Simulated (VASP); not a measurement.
# Al (Im-3m) in VASP: further runs

The runs below take Al through single point, with PBEsol.

All numbers are computed with VASP 6.6.1; they aren't measurements. Logs are shortened: lines on timing, memory, paths and dates and some standing lists are left out, and cuts for length are marked.

## Step 1: Starting point

The structure is cubic, space group Im-3m (No. 229). The conventional cell has a = 3.214 Å, b = 3.214 Å, c = 3.214 Å, α = 90.00°, β = 90.00°, γ = 90.00°. Al (site symmetry m-3m) is surrounded by 8 Al at 2.78 Å.

This isn't the form of Al at room conditions, which is fcc.

## Step 2: Single point, PBEsol

INCAR reads:

```
SYSTEM = Al
  ALGO = Normal
  EDIFF = 1E-7
  ENCUT = 520
  GGA = PS
  ISIF = 2
  ISMEAR = -1
  LASPH = .TRUE.
  LCHARG = .FALSE.
  LREAL = .FALSE.
  LWAVE = .FALSE.
  NBANDS = 8
  NELM = 60
  PREC = Accurate
  SIGMA = 0.1
```

KPOINTS reads:

```
k-points
0
G
  22 22 22
  0 0 0
```

POSCAR reads:

```
Al
1.0
   -1.6070768880      1.6070768880      1.6070768880
    1.6070768880     -1.6070768880      1.6070768880
    1.6070768880      1.6070768880     -1.6070768880
Al
1
Direct
    0.0000000000      0.0000000000      0.0000000000
```

Potentials or basis: VASP PAW PBE potentials, release 64 (Al).

On the command line:

```console
$ cat potpaw_PBE.64/Al/POTCAR > POTCAR
$ mpirun -np 1 vasp_std > vasp.out
```

OUTCAR:

```text
SYSTEM = Al
   EDIFF = 1E-7
   ENCUT = 520
   GGA = PS
   ISIF = 2
   ISMEAR = -1
   LASPH = .TRUE.
   LREAL = .FALSE.
   NELM = 60
   PREC = Accurate

 ion  position               nearest neighbor table
   1  0.000  0.000  0.000-

  LATTYP: Found a body centered cubic cell.
 ALAT       =     3.2141537760

  Lattice vectors:

 A1 = (  -1.6070768880,   1.6070768880,   1.6070768880)
 A2 = (   1.6070768880,  -1.6070768880,   1.6070768880)
 A3 = (   1.6070768880,   1.6070768880,  -1.6070768880)

Analysis of symmetry for initial positions (statically):
=====================================================================
 Subroutine PRICEL returns:
 Original cell was already a primitive cell.

 Routine SETGRP: Setting up the symmetry group for a
 body centered cubic supercell.

 Subroutine GETGRP returns: Found 48 space group operations
 (whereof 48 operations were pure point group operations)
 out of a pool of 48 trial point group operations.

The static configuration has the point symmetry O_h .

Analysis of symmetry for dynamics (positions and initial velocities):
=====================================================================
 Subroutine PRICEL returns:
 Original cell was already a primitive cell.

 Routine SETGRP: Setting up the symmetry group for a
 body centered cubic supercell.

 Subroutine GETGRP returns: Found 48 space group operations
 (whereof 48 operations were pure point group operations)
 out of a pool of 48 trial point group operations.

The dynamic configuration has the point symmetry O_h .

 Subroutine INISYM returns: Found 48 space group operations
 (whereof 48 operations are pure point group operations),
 and found     1 'primitive' translations

----------------------------------------------------------------------------------------

                                     Primitive cell

  volume of cell :      16.6024

  direct lattice vectors                    reciprocal lattice vectors
    -1.607076888  1.607076888  1.607076888     0.000000000  0.311123882  0.311123882
     1.607076888 -1.607076888  1.607076888     0.311123882  0.000000000  0.311123882
     1.607076888  1.607076888 -1.607076888     0.311123882  0.311123882  0.000000000

  length of vectors
     2.783538822  2.783538822  2.783538822     0.439995613  0.439995613  0.439995613

  position of ions in fractional coordinates (direct lattice)
     0.000000000  0.000000000  0.000000000

  ion indices of the primitive-cell ions
   primitive index   ion index
                 1           1

----------------------------------------------------------------------------------------

 KPOINTS: k-points

Automatic generation of k-mesh.
 Grid dimensions read from file:
 generate k-points for:   22   22   22

 Generating k-lattice:

  Cartesian coordinates                     Fractional coordinates (reciprocal lattice)
     0.000000000  0.014141995  0.014141995     0.045454545  0.000000000  0.000000000
     0.014141995  0.000000000  0.014141995     0.000000000  0.045454545  0.000000000
     0.014141995  0.014141995  0.000000000     0.000000000  0.000000000  0.045454545

  Length of vectors
     0.019999801  0.019999801  0.019999801

  Shift w.r.t. Gamma in fractional coordinates (k-lattice)
     0.000000000  0.000000000  0.000000000

 Subroutine IBZKPT returns following result:
 ===========================================

 Found    328 irreducible k-points:

 Following reciprocal coordinates:
            Coordinates               Weight
  0.000000  0.000000  0.000000      1.000000
  0.045455  0.000000  0.000000     12.000000
  0.090909  0.000000  0.000000     12.000000
  0.136364  0.000000  0.000000     12.000000
  0.181818  0.000000  0.000000     12.000000
  0.227273  0.000000  0.000000     12.000000
[... 16 lines left out ...]
  0.090909  0.090909  0.000000     24.000000
  0.136364  0.090909 -0.000000     48.000000
 [... further k-points ...]
   k-points           NKPTS =    328   k-points in BZ     NKDIM =    328   number of bands    NBANDS=      8
   number of dos      NEDOS =    301   number of ions     NIONS =      1
   total plane-waves  NPLWV =  13824
   dimension x,y,z NGX =    24 NGY =   24 NGZ =   24
   dimension x,y,z NGXF=    48 NGYF=   48 NGZF=   48
   ions per type =               1
   NGX,Y,Z   is equivalent  to a cutoff of  14.33, 14.33, 14.33 a.u.
   NGXF,Y,Z  is equivalent  to a cutoff of  28.67, 28.67, 28.67 a.u.
 SYSTEM =  Al
   PREC   = accura    normal or accurate (medium, high low for compatibility)
   ISTART =      0    job   : 0-new  1-cont  2-samecut
   ICHARG =      2    charge: 1-file 2-atom 10-const
   ISPIN  =      1    spin polarized calculation?
   LNONCOLLINEAR =      F non collinear calculations
   LSORBIT =      F    spin-orbit coupling
   LASPH  =      T    aspherical Exc in radial PAW
   ENCUT  =  520.0 eV  38.22 Ry    6.18 a.u.   5.18  5.18  5.18*2*pi/ulx,y,z
   NELM   =     60;   NELMIN=  2; NELMDL= -5     # of ELM steps
   EDIFF  = 0.1E-06   stopping-criterion for ELM
   LREAL  =      F    real-space projection
   EDIFFG = 0.1E-05   stopping-criterion for IOM
   NSW    =      0    number of steps for IOM
   IBRION =     -1    ionic relax: 0-MD 1-quasi-New 2-CG
   NFREE  =      0    steps in history (QN), initial steepest desc. (CG)
   ISIF   =      2    stress and relaxation
   ISYM   =      2    0-nonsym 1-usesym 2-fastsym
   POTIM  = 0.5000    time-step for ionic-motion
   TEBEG  =    0.0;   TEEND  =   0.0 temperature during run
   PSTRESS=    0.0 pullay stress
   NELECT =       3.0000    total number of electrons
   NUPDOWN=      -1.0000    fix difference up-down
   EMIN   =  10.00;   EMAX   =-10.00  energy-range for DOS
   EFERMI =   0.00;   METHOD = LEGACY
   ISMEAR =    -1;   SIGMA  =   0.10  broadening in eV -4-tet -1-fermi 0-gaus
   EFERMI_NEDOS =   21; number of points for ismear=-14 and -15
   IALGO  =     38    algorithm
   IMIX   =      4    mixing-type and parameters
     AMIX     =   0.40;   BMIX     =  1.00
     AMIX_MAG =   1.60;   BMIX_MAG =  1.00
  volume/ion in A,a.u.               =      16.60       112.04
  Fermi-wavevector in a.u.,A,eV,Ry     =   0.925533  1.749004 11.654906  0.856611
  Thomas-Fermi vector in A             =   2.051398
   LORBIT       =      0    0 simple, 1 ext, 2 COOP (PROOUT), +10 PAW based schemes
   GGA     = PS    functional components
   LHFCALC =     F    Hartree Fock is set to
   AEXX    =    0.0000 exact exchange contribution
   IVDW    =     0    specifies the selected vdW correction
   LEPSILON=     F    determine dielectric tensor
   LRPA    =     F    only Hartree local field effects (RPA)
 non-spin polarized calculation
  energy-cutoff  :      520.00
  volume of cell :       16.60
 maximum number of plane-waves:       466
 NGX is ok and might be reduce to    24
   NGX = 11   NGY = 11   NGZ = 11

 number of electron       3.0000000 magnetization

 Free energy of the ion-electron system (eV)
  ---------------------------------------------------
  ext. energy  EPLUGINS =         0.00000000
  ---------------------------------------------------
  free energy    TOTEN  =        -4.00141568 eV

  energy without entropy =       -3.98809212  energy(sigma->0) =       -3.99475390

 E-fermi :   7.8931     XC(G=0): -10.2381

 val. band max:        7.8823225896   @ k =  -0.4091   0.5000   0.2727
 cond. band min:       7.9088991525   @ k =  -0.3636  -0.4545   0.1818
 fundamental gap:      0.0265765629
 Fermi energy:         7.8930652694

 k-point     1 :       0.0000    0.0000    0.0000
  band No.  band energies     occupation
      1      -3.1969      2.00000
      2      21.0914      0.00000
      3      21.0914      0.00000
      4      21.0914      0.00000
      5      22.4745      0.00000
      6      22.4745      0.00000
      7      22.4745      0.00000
      8      24.1241      0.00000

 k-point     2 :       0.0455    0.0000    0.0000
  band No.  band energies     occupation
      1      -3.1377      2.00000
      2      20.2494      0.00000
      3      20.5668      0.00000
      4      20.8375      0.00000
      5      22.2200      0.00000
      6      22.8584      0.00000
      7      23.0977      0.00000
      8      23.5165      0.00000

 k-point     3 :       0.0909    0.0000    0.0000
  band No.  band energies     occupation
      1      -2.9602      2.00000
      2      18.6153      0.00000
      3      19.7510      0.00000
      4      20.2307      0.00000
      5      21.6213      0.00000
      6      22.7092      0.00000
      7      23.4323      0.00000
      8      24.2154      0.00000

 k-point     4 :       0.1364    0.0000    0.0000
  band No.  band energies     occupation
      1      -2.6648      2.00000
      2      16.7673      0.00000
      3      18.9737      0.00000
      4      19.4994      0.00000
      5      20.9181      0.00000
      6      22.0558      0.00000
      7      23.9645      0.00000
      8      24.4201      0.00000

 k-point     5 :       0.1818    0.0000    0.0000
  band No.  band energies     occupation
      1      -2.2523      2.00000
      2      14.8916      0.00000
      3      18.2772      0.00000
      4      18.7693      0.00000
      5      20.2305      0.00000
      6      21.4644      0.00000
      7      24.5343      0.00000
      8      24.7294      0.00000

 k-point     6 :       0.2273    0.0000    0.0000
  band No.  band energies     occupation
      1      -1.7237      2.00000
      2      13.0567      0.00000
      3      17.6710      0.00000
      4      18.0969      0.00000
      5      19.6061      0.00000
      6      20.9236      0.00000
      7      25.1349      0.00000
      8      25.1674      0.00000

 k-point     7 :       0.2727    0.0000    0.0000
  band No.  band energies     occupation
      1      -1.0802      2.00000
      2      11.2909      0.00000
      3      17.1576      0.00000
      4      17.5086      0.00000
      5      19.0648      0.00000
      6      20.4399      0.00000
      7      25.6306      0.00000
      8      25.8785      0.00000

 k-point     8 :       0.3182    0.0000    0.0000
  band No.  band energies     occupation
      1      -0.3235      2.00000
      2       9.6082      0.00000
      3      16.7379      0.00000
      4      17.0175      0.00000
      5      18.6159      0.00000
      6      20.0248      0.00000
      7      26.2095      0.00000
      8      26.6715      0.00000

 k-point     9 :       0.3636    0.0000    0.0000
  band No.  band energies     occupation
      1       0.5445      2.00000
      2       8.0163      0.45150
      3      16.4119      0.00000
      4      16.6307      0.00000
      5      18.2639      0.00000
      6      19.6899      0.00000
      7      26.8580      0.00000
      8      27.5387      0.00000

 k-point    10 :       0.4091    0.0000    0.0000
  band No.  band energies     occupation
      1       1.5211      2.00000
      2       6.5212      2.00000
      3      16.1793      0.00000
      4      16.3523      0.00000
      5      18.0113      0.00000
      6      19.4441      0.00000
      7      27.5434      0.00000
      8      28.4504      0.00000
[... 78 lines left out ...]
 k-point    18 :       0.2727    0.0455    0.0000
  band No.  band energies     occupation
      1      -0.6722      2.00000
      2      10.4778      0.00000
      3      16.0693      0.00000
      4      17.1934      0.00000
      5      19.2909      0.00000
      6      20.7690      0.00000
      7      25.1522      0.00000
      8      27.0380      0.00000

 k-point    19 :       0.3182    0.0455    0.0000
  band No.  band energies     occupation
      1       0.1401      2.00000
      2       8.8407      0.00015
      3      15.6592      0.00000
      4      16.7912      0.00000
      5      18.8841      0.00000
      6      20.4163      0.00000
      7      25.8312      0.00000
      8      27.7924      0.00000

 k-point    20 :       0.3636    0.0455   -0.0000
  band No.  band energies     occupation
      1       1.0626      2.00000
      2       7.2974      1.99484
      3      15.3493      0.00000
      4      16.4888      0.00000
      5      18.5759      0.00000
      6      20.1407      0.00000
      7      26.5840      0.00000
      8      28.5621      0.00000

 k-point    21 :       0.4091    0.0455   -0.0000
  band No.  band energies     occupation
      1       2.0912      2.00000
      2       5.8539      2.00000
      3      15.1417      0.00000
      4      16.2870      0.00000
      5      18.3690      0.00000
      6      19.9522      0.00000
      7      27.3712      0.00000
      8      29.1917      0.00000

 k-point    22 :       0.4545    0.0455   -0.0000
  band No.  band energies     occupation
      1       3.2068      2.00000
      2       4.5306      2.00000
      3      15.0376      0.00000
      4      16.1861      0.00000
      5      18.2652      0.00000
      6      19.8565      0.00000
      7      28.0495      0.00000
      8      29.3224      0.00000

 k-point    23 :       0.0909    0.0909    0.0000
  band No.  band energies     occupation
      1      -2.4879      2.00000
      2      16.7834      0.00000
      3      16.9864      0.00000
      4      19.0049      0.00000
      5      21.8437      0.00000
      6      21.9907      0.00000
      7      24.0664      0.00000
      8      24.5097      0.00000

 k-point    24 :       0.1364    0.0909   -0.0000
  band No.  band energies     occupation
      1      -2.0759      2.00000
      2      15.0168      0.00000
      3      16.1472      0.00000
      4      18.3285      0.00000
      5      21.3070      0.00000
      6      22.0804      0.00000
      7      24.0507      0.00000
      8      25.3660      0.00000

 [... further k-points ...]

------------------------ aborting loop because EDIFF is reached ----------------------------------------

  FORCE on cell =-STRESS in cart. coord.  units (eV):
  Direction    XX          YY          ZZ          XY          YZ          ZX
  --------------------------------------------------------------------------------------
  -------------------------------------------------------------------------------------
  Total       -0.0052410     -0.0052410     -0.0052410     -0.0000000     -0.0000000     -0.0000000
  in kB       -0.5057738     -0.5057738     -0.5057738     -0.0000000     -0.0000000     -0.0000000
  external PRESSURE =      -0.5057738 kB  Pullay stress =       0.0000000 kB

 VOLUME and BASIS-vectors are now :
 -----------------------------------------------------------------------------
  energy-cutoff  :      520.00
  volume of cell :       16.60
      direct lattice vectors                 reciprocal lattice vectors
    -1.607076888  1.607076888  1.607076888     0.000000000  0.311123882  0.311123882
     1.607076888 -1.607076888  1.607076888     0.311123882  0.000000000  0.311123882
     1.607076888  1.607076888 -1.607076888     0.311123882  0.311123882  0.000000000

 POSITION                                       TOTAL-FORCE (eV/Angst)
 -----------------------------------------------------------------------------------
      0.00000      0.00000      0.00000        -0.000000      0.000000     -0.000000
 -----------------------------------------------------------------------------------
    total drift:                               -0.000000      0.000000      0.000000

  FREE ENERGIE OF THE ION-ELECTRON SYSTEM (eV)
  ---------------------------------------------------
  free  energy   TOTEN  =        -4.0014156766 eV

  energy  without entropy=       -3.9880921204  energy(sigma->0) =       -3.99475390
```

Wall time 26 s (1 thread of AMD EPYC 9R14 (Zen 4), shared host); peak memory 0.13 GiB.

Results:

| Item | Value |
| --- | --- |
| Free energy | -4.0014 eV |
| Pressure | -0.1 GPa |
| Band gap on the k mesh | none (metal or under the smearing width) |

Caveat: the PAW data sets were made with another functional, which shifts forces and pressure a little.

(Continued in part 2 of 2.)
